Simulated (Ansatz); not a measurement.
# Au: the cost of one run

Program: Ansatz 0.2.0. Level of theory: DFT PBE, scalar-relativistic, plane waves, PAW. These are calculated values, not measurements.

This is Au in the bcc structure; at room conditions it is fcc.

## (1) Starting point

It takes space group Im-3m (No. 229, cubic). The conventional cell has a = 3.315 Å, b = 3.315 Å, c = 3.315 Å, α = 90.00°, β = 90.00°, γ = 90.00°. Au (site symmetry m-3m) has 8 Au at 2.87 Å as nearest neighbours.

Coordinates:

```cif
data_structure
_symmetry_space_group_name_H-M 'Im-3m'
_symmetry_Int_Tables_number 229
_cell_length_a 3.3145
_cell_length_b 3.3145
_cell_length_c 3.3145
_cell_angle_alpha 90.000
_cell_angle_beta 90.000
_cell_angle_gamma 90.000
_cell_volume 36.41
loop_
_atom_site_label
_atom_site_type_symbol
_atom_site_symmetry_multiplicity
_atom_site_Wyckoff_symbol
_atom_site_fract_x
_atom_site_fract_y
_atom_site_fract_z
_atom_site_occupancy
Au1 Au 2 a 0.00000 0.00000 0.00000 1
```

The structure comes from the Materials Project (structure only).

(A quick probe on a coarse mesh, which set the mesh and smearing, is not shown.)

## (3) Full relaxation

Contents of input.yaml:

```yaml
crystal:
  lattice:
    - [-1.657269, 1.657269, 1.657269]
    - [1.657269, -1.657269, 1.657269]
    - [1.657269, 1.657269, -1.657269]
  atoms:
    - { symbol: Au, position: [0.0, 0.0, 0.0] }
basis:
  ecutwfc: 420
kpoints:
  mp_grid: { grid: [18, 18, 18] }
hamiltonian:
  xc: pbe
scf:
  occupations: { method: gaussian, width: 0.1 }
output:
  forces: true
  stress: true
  eigenvalues: true
relax:
  adjacent_minimum: "off"
  f_tol: 0.005
  max_steps: 80
  cell: { stress_tol: 0.05 }
```

The run is started by

```
ansatz run input.yaml --threads 1 --pin off --max-ram 2560MiB --backend cpu --events-out ev --progress --plain --runs-dir out
```

Q: Estimate wall time and peak memory on 1 thread of AMD EPYC 7R43 (Zen 3), shared host.

About 21 s, with a peak of 0.4 GiB.
